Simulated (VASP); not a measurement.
The system is CsBr.

```
Cs Br
1.0
     4.28600    0.00000    0.00000
     0.00000    4.28600    0.00000
     0.00000    0.00000    4.28600
Cs Br
1 1
Cartesian
  0.0000 0.0000 0.0000
  2.1430 2.1430 2.1430
```

```yaml
Program: VASP 6.6.1
Task: relaxation of cell and atoms
Functional: PBE
Potentials_or_basis: VASP PAW PBE potentials, release 64 (Cs_sv, Br)
Cutoff: 600 eV
k_mesh: 6 × 6 × 6
Occupations: gaussian, width 0.02 eV
Spin: no spin polarisation
```

At the start: pressure 1.1 GPa; volume 39.37 Å³/atom.

Task: How do energy, volume and symmetry change on relaxing?

Result: Over 4 steps the energy falls by 9.8 meV/atom and the volume is 42.44 Å³/atom (+7.8 %); space group Pm-3m (No. 221, to 0.05 Å).

The path:
| step | energy change (eV) | largest force (eV/Å) | pressure (GPa) | volume (Å³) |
| --- | --- | --- | --- | --- |
| 1 | 0.0000 | 0.0000 | 1.12 | 78.73 |
| 2 | -0.0154 | 0.0000 | 0.47 | 81.90 |
| 3 | -0.0193 | 0.0000 | -0.11 | 85.57 |
| 4 | -0.0196 | 0.0000 | 0.00 | 84.87 |

Final structure:
```
CELL_PARAMETERS angstrom
4.39462 0.00000 0.00000
0.00000 4.39462 0.00000
0.00000 0.00000 4.39462
ATOMIC_POSITIONS crystal
Cs 0.00000 0.00000 0.00000
Br 0.50000 0.50000 0.50000
```
